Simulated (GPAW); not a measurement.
# Rh (Fm-3m) in GPAW: equation of state

How stiff is Rh in PBEsol, and what volume does it want? The cell is scaled to several volumes.

All numbers are computed with GPAW 26.7.0; they aren't measurements. Logs are shortened: lines on timing, memory, paths and dates and some standing lists are left out, and cuts for length are marked. The log counts tension as positive stress, the text compression.

**Measured values to compare with.**

“Thermal equation of state of rhodium characterized by XRD in a resistively heated diamond anvil cell”, 2024, pmc:11535440 quotes, for a bulk crystal of Rh: bulk modulus 264 ± 1 GPa.

How close the calculation comes is told below.

### Step 1. Starting point

The structure is cubic, space group Fm-3m (No. 225). The conventional cell has a = 3.796 Å, b = 3.796 Å, c = 3.796 Å, α = 90.00°, β = 90.00°, γ = 90.00°. Rh (site symmetry m-3m) is surrounded by 12 Rh at 2.68 Å.

### Step 2. Equation of state, PBEsol

The input, run.py:

```python
from ase import Atoms
from ase.eos import EquationOfState
from ase.io import Trajectory
from ase.units import GPa
from gpaw import GPAW, PW, setup_paths

setup_paths.insert(0, '.')

atoms = Atoms(['Rh'],
              cell=[[0.0, 1.89785, 1.89785],
                    [1.89785, 0.0, 1.89785],
                    [1.89785, 1.89785, 0.0]],
              scaled_positions=[[0.0, 0.0, 0.0]],
              pbc=True)

traj = Trajectory('eos.traj', 'w')
volumes, energies = [], []
for x in [0.94, 0.96, 0.98, 1.0, 1.02, 1.04, 1.06]:
    a = atoms.copy()
    a.set_cell(atoms.cell * x**(1 / 3), scale_atoms=True)
    calc = GPAW(mode=PW(600),
                xc='PBEsol',
                kpts={'size': (12, 12, 12), 'gamma': True},
                occupations={'name': 'fermi-dirac', 'width': 0.05},
                nbands=16,
                convergence={'density': 1e-05, 'energy': 1e-05},
                maxiter=150,
                txt=f'eos-{x:.2f}.txt')
    a.calc = calc
    energies.append(a.get_potential_energy(force_consistent=True))
    volumes.append(a.get_volume())
    p = -a.get_stress()[:3].mean() / GPa
    calc.write(f'eos-{x:.2f}.gpw')
    traj.write(a)
    print(f'{x:.2f} {volumes[-1]:10.4f} A^3 {energies[-1]:14.6f} eV {p:9.3f} GPa', flush=True)

v0, e0, B = EquationOfState(volumes, energies, eos='birchmurnaghan').fit()
print(f'V0 = {v0:.4f} A^3, E0 = {e0:.6f} eV, B0 = {B / GPa:.2f} GPa')
```

Potentials or basis: PAW data sets generated in the run's folder for this functional, pw.

On the command line:

```console
$ gpaw-setup -f PBEsol Rh
$ OMP_NUM_THREADS=1 python run.py
```

The log of the run:

```text
__  _  _
 | _ |_)|_||  |
 |__||  | ||/\| - 26.7.0

Input parameters:
  mode=PW(ecut=600.0),
  convergence={'density': 1e-05, 'energy': 1e-05},
  kpts=MonkhorstPack(size=(12, 12, 12), gamma=True),
  maxiter=150,
  nbands=16,
  occupations=Occupations(name='fermi-dirac', width=0.05),
  xc=XC(name='PBEsol')

Diagonalizing LCAO Hamiltonian
Converting LCAO to pw mode

       Rh

Atoms  # Å, Bohr magnetons
|   | symbol |        x |        y |        z |    initial magnetic moments |
|---|--------|----------|----------|----------|-----------------------------|
| 0 |     Rh | 0.000000 | 0.000000 | 0.000000 | ( 0.0000,  0.0000,  0.0000) |

Unit cell  # Å
| periodic |        x |        y |        z |  lengths |    angles |
|----------|----------|----------|----------|----------|-----------|
|      yes | 0.000000 | 1.859107 | 1.859107 | 2.629175 | 60.000000 |
|      yes | 1.859107 | 0.000000 | 1.859107 | 2.629175 | 60.000000 |
|      yes | 1.859107 | 1.859107 | 0.000000 | 2.629175 | 60.000000 |

Number of symmetries: 48
Symmetry operations  # r_c * U_cc + t_c -> r_c
|    | kind |            matrix            |
|----|------|------------------------------|
|  0 |  σ   |  1, 0, 0,  1, 0,-1,  1,-1, 0 |
|  1 |  C2  |  1, 0, 0,  1,-1, 0,  1, 0,-1 |
|  2 |  E   |  1, 0, 0,  0, 1, 0,  0, 0, 1 |
|  3 |  σ   |  1, 0, 0,  0, 0, 1,  0, 1, 0 |
|  4 |  C4  |  1, 0,-1,  1, 0, 0,  1,-1, 0 |
|  5 |  S6  |  1, 0,-1,  1,-1, 0,  1, 0, 0 |
|  6 |  σ   |  1, 0,-1,  0, 1,-1,  0, 0,-1 |
|  7 |  C3  |  1, 0,-1,  0, 0,-1,  0, 1,-1 |
|  8 |  S6  |  1,-1, 0,  1, 0, 0,  1, 0,-1 |
|  9 |  C4  |  1,-1, 0,  1, 0,-1,  1, 0, 0 |
| 10 |  C3  |  1,-1, 0,  0,-1, 1,  0,-1, 0 |
| 11 |  σ   |  1,-1, 0,  0,-1, 0,  0,-1, 1 |
| 12 |  σ   |  0, 1, 0,  1, 0, 0,  0, 0, 1 |
| 13 |  C4  |  0, 1, 0,  0, 1,-1, -1, 1, 0 |
| 14 |  C3  |  0, 1, 0,  0, 0, 1,  1, 0, 0 |
| 15 |  S6  |  0, 1, 0, -1, 1, 0,  0, 1,-1 |
| 16 |  C2  |  0, 1,-1,  1, 0,-1,  0, 0,-1 |
| 17 |  σ   |  0, 1,-1,  0, 1, 0, -1, 1, 0 |
| 18 |  S4  |  0, 1,-1,  0, 0,-1,  1, 0,-1 |
| 19 |  C4  |  0, 1,-1, -1, 1, 0,  0, 1, 0 |
| 20 |  C3  |  0, 0, 1,  1, 0, 0,  0, 1, 0 |
| 21 |  σ   |  0, 0, 1,  0, 1, 0,  1, 0, 0 |
| 22 |  S6  |  0, 0, 1,  0,-1, 1, -1, 0, 1 |
| 23 |  C4  |  0, 0, 1, -1, 0, 1,  0,-1, 1 |
| 24 |  S4  |  0, 0,-1,  1, 0,-1,  0, 1,-1 |
| 25 |  C3  |  0, 0,-1,  0, 1,-1,  1, 0,-1 |
| 26 |  C2  |  0, 0,-1,  0,-1, 0, -1, 0, 0 |
| 27 |  S6  |  0, 0,-1, -1, 0, 0,  0,-1, 0 |
| 28 |  S4  |  0,-1, 1,  1,-1, 0,  0,-1, 0 |
| 29 |  C4  |  0,-1, 1,  0, 0, 1, -1, 0, 1 |
| 30 |  C2  |  0,-1, 1,  0,-1, 0,  1,-1, 0 |
| 31 |  σ   |  0,-1, 1, -1, 0, 1,  0, 0, 1 |
| 32 |  C3  |  0,-1, 0,  1,-1, 0,  0,-1, 1 |
| 33 |  S6  |  0,-1, 0,  0, 0,-1, -1, 0, 0 |
| 34 |  S4  |  0,-1, 0,  0,-1, 1,  1,-1, 0 |
| 35 |  C2  |  0,-1, 0, -1, 0, 0,  0, 0,-1 |
| 36 |  C2  | -1, 1, 0,  0, 1, 0,  0, 1,-1 |
| 37 |  S6  | -1, 1, 0,  0, 1,-1,  0, 1, 0 |
| 38 |  S4  | -1, 1, 0, -1, 0, 1, -1, 0, 0 |
| 39 |  C3  | -1, 1, 0, -1, 0, 0, -1, 0, 1 |
| 40 |  S6  | -1, 0, 1,  0, 0, 1,  0,-1, 1 |
| 41 |  C2  | -1, 0, 1,  0,-1, 1,  0, 0, 1 |
| 42 |  C3  | -1, 0, 1, -1, 1, 0, -1, 0, 0 |
| 43 |  S4  | -1, 0, 1, -1, 0, 0, -1, 1, 0 |
| 44 |  C2  | -1, 0, 0,  0, 0,-1,  0,-1, 0 |
| 45 |  i   | -1, 0, 0,  0,-1, 0,  0, 0,-1 |
| 46 |  σ   | -1, 0, 0, -1, 1, 0, -1, 0, 1 |
| 47 |  C2  | -1, 0, 0, -1, 0, 1, -1, 1, 0 |

BZ-sampling:
  Number of BZ points: 1728
  Number of IBZ points: 72

  Monkhorst-Pack size: [12, 12, 12]
  Monkhorst-Pack shift: [0.041666666666666664, 0.041666666666666664, 0.041666666666666664]

K-points  # in reciprocal-cell coordinates
|     |                                coordinates |     weight |
|-----|--------------------------------------------|------------|
|   0 | ( -0.00000000,  -0.00000000,  -0.00000000) | 0.00057870 |
|   1 | (  0.08333333,   0.08333333,  -0.00000000) | 0.00347222 |
|   2 | (  0.08333333,   0.08333333,   0.08333333) | 0.00462963 |
|   3 | (  0.16666667,   0.08333333,   0.08333333) | 0.00694444 |
|   4 | (  0.16666667,   0.16666667,  -0.00000000) | 0.00347222 |
|   5 | (  0.16666667,   0.16666667,   0.08333333) | 0.01388889 |
|   6 | (  0.16666667,   0.16666667,   0.16666667) | 0.00462963 |
|   7 | (  0.25000000,   0.16666667,   0.08333333) | 0.01388889 |
|   8 | (  0.25000000,   0.16666667,   0.16666667) | 0.01388889 |
|   9 | (  0.25000000,   0.25000000,  -0.00000000) | 0.00347222 |
| ... |                                            |            |
|  71 | (  0.50000000,   0.50000000,   0.50000000) | 0.00231481 |

Plane wave coefficients: 444
Cutoff: 600.0 eV

Spin-components: 1 (collinear spins)
Bands:           16
Projectors:      6
Spin-degeneracy: 2
Datatype:        complex128

Parallelization:
  kpt:    1
  domain: 1
  band:   1

Density:
  Valence electrons: 15.0
  Components: 1
  Grid points: [15 15 15]
  Charge: 0.0  # |e|

Potential:
  Grid points: [15 15 15]

species:
  Rh:
    name:    Rhodium
    Z:       45.0
    valence: 15
    core:    30
    charge:  0.0  # [|e|]
    compensation charges:
      type: gauss
      rc: 0.38  # [Å]
      lmax: 2
    cutoffs:
      filter: 2.48  # [Å]
      core: 2.35  # [Å]
    projectors
    | kind |    occ | energy [eV] | rcut [Å] |
    |------|--------|-------------|----------|
    |   5s |  1.000 |      -4.322 |    1.270 |
    |   4p |  6.000 |     -50.387 |    1.381 |
    |   5p |  0.000 |      -0.797 |    1.381 |
    |   4d |  8.000 |      -5.955 |    1.244 |
    |    s |        |      22.889 |    1.270 |
    |    d |        |      21.257 |    1.244 |

    Using partial waves for Rh as LCAO basis

Reference energy: -130069.661446  # eV

eigensolver:
  PPCG
  Converge bands: occupied
  niter=2

density mixing:
  MSR1-Mixer
  Pratt-step length: 0.05
  Maximum mixing coefficient: 0.75
  Old densities: 10
  SVD Regularization: 0.005
  Good broyden scale: 1.0
  Trust region scale: 1.0
  Backstep threshold: 4.0
  History deletion threshold: 6.0
  Fourier metric: weight=20.0, sigma=0.015

occupation numbers:
  Fermi-Dirac:
    width: 0.0500  # eV

poisson solver:
  ecut: 4800.0  # eV

xc functional:
  name: PBEsol with 2 nearest neighbor stencil

convergence criteria:
[... 6 lines left out ...]
|iter     | |      energy | eigst |  dens |
|---------|-|-------------|-------|-------|
|iter:   1| |   -8.787442 | +0.05 |       |
|iter:   2| |   -8.650891 | -2.74 | -1.09 |
|iter:   3| |   -8.136675 | -2.05 | -1.14 |
|iter:   4| |   -8.131157 | -3.91 | -2.32 |
|iter:   5| |   -8.129104 | -3.96 | -2.52 |
|iter:   6| |   -8.129090 | -6.20 | -3.50 |
|iter:   7| |   -8.129090c| -6.31 | -3.75 |
|iter:   8| |   -8.129090c| -8.12c| -5.30c|

Converged in 8 steps
Energy contributions relative to reference atoms: (reference = -130069.661446)

Energy contributions:
  Kinetic:           0.958539
  Coulomb:          -2.475118
  Zero:             -0.084714
  External:          0.000000
  Xc:               -6.524157
  Entropy:          -0.007282
  Spinorbit:         0.000000
  ----------------------------
  Free energy:      -8.132732
  Extrapolated:     -8.129090

dipole moment: (-11.307541, -11.307541, -11.307541)  # |e|*Ang

Fermi level: 13.000
Eigenvalues  # (at kpt = [-0.000, -0.000, -0.000])
| band index |      eig [eV] | occ [0-2] |
|------------|---------------|-----------|
|          0 |       -33.479 |     2.000 |
|          1 |       -33.479 |     2.000 |
|          2 |       -33.479 |     2.000 |
|          3 |         4.442 |     2.000 |
|          4 |         9.542 |     2.000 |
|          5 |         9.542 |     2.000 |
|          6 |         9.542 |     2.000 |
|          7 |        11.874 |     2.000 |
|          8 |        11.874 |     2.000 |
|          9 |        29.237 |     0.000 |
|         10 |        35.339 |     0.000 |
|         11 |        35.339 |     0.000 |
|         12 |        35.339 |     0.000 |
|         13 |        40.421 |     0.000 |
|         14 |        44.907 |     0.000 |
|         15 |        46.484 |     0.000 |

No gap
No difference between direct/indirect transitions

Stress tensor  # eV/Ang^3
|         x |         y |         z |
|-----------|-----------|-----------|
| -0.119572 | -0.000000 | -0.000000 |
| -0.000000 | -0.119572 |  0.000000 |
| -0.000000 |  0.000000 | -0.119572 |

# Writing to eos-0.94.gpw (mode='')
```

It took 55 s on 1 thread of Arm Neoverse V2, shared host; peak memory 0.19 GiB.

What came out:

```
Equilibrium volume                      : 13.60 Å³/atom
Bulk modulus                            : 291 GPa
Pressure derivative of the bulk modulus : 5.2
```

Energy against volume, from the lowest point:
```
volume (Å³/atom)  energy (meV/atom)
          12.851              42.20
          13.125              16.18
          13.398               2.64
          13.671               0.00
          13.945               7.05
          14.218              22.66
          14.492              45.79
```

### Step 3. How close it comes

Step 2. Measured bulk modulus of Rh: 264 GPa (quoted in “Thermal equation of state of rhodium characterized by XRD in a resistively heated diamond anvil cell”, 2024, pmc:11535440). This calculation gives 291 GPa (+10.0 %). The fit is for a static lattice scaled at fixed shape and fixed fractional positions.
